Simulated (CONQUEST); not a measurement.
TePb:

```
Pb Te
1.0
     4.56932    0.00000    0.00000
     0.00000    4.56932    0.00000
     0.00000    0.00000    6.46200
Pb Te
2 2
Cartesian
  2.2634 2.2484 3.2312
  4.5481 4.5330 0.0002
  2.2742 2.2806 0.0466
  4.5589 4.5653 3.2776
```

The cell isn't the ideal one: atoms moved at random, drawn with an rms of 0.05 Å.

Base run:

* Program: CONQUEST 1.3
* Functional: PBE
* Potentials or basis: PseudoDojo NC PBE, SZ, grid cutoff 120 Ha
* k mesh: 6 × 6 × 4
* Occupations: fermi-dirac, width 0.05 eV
* Spin: no spin polarisation

Its results: band gap on the k mesh 0.94 eV; pressure 5.5 GPa; largest force 0.107 eV/Å.

**Question.** After a change of settings the same cell gave: band gap on the k mesh 0.85 eV; pressure 3.7 GPa; largest force 0.084 eV/Å. Which change was it?
A. potentials or basis from PseudoDojo NC PBE, SZ, grid cutoff 120 Ha to PseudoDojo NC PBE, DZ, grid cutoff 120 Ha
B. potentials or basis from PseudoDojo NC PBE, SZ, grid cutoff 120 Ha to PseudoDojo NC PBE, DZP, grid cutoff 120 Ha
C. potentials or basis from PseudoDojo NC PBE, SZ, grid cutoff 120 Ha to PseudoDojo NC PBE, DZP, multi-site functions of range 10 bohr, grid cutoff 120 Ha
D. potentials or basis from PseudoDojo NC PBE, SZ, grid cutoff 120 Ha to PseudoDojo NC PBE, DZP, multi-site functions of range 8 bohr, grid cutoff 120 Ha

**Answer.** A.

Caveats: the atomic basis is small; spin-orbit coupling is left out, which as a rule narrows the gap of such compounds by several tenths of an eV; the basis of atomic orbitals isn't converged, which shifts pressures, moduli and gaps.
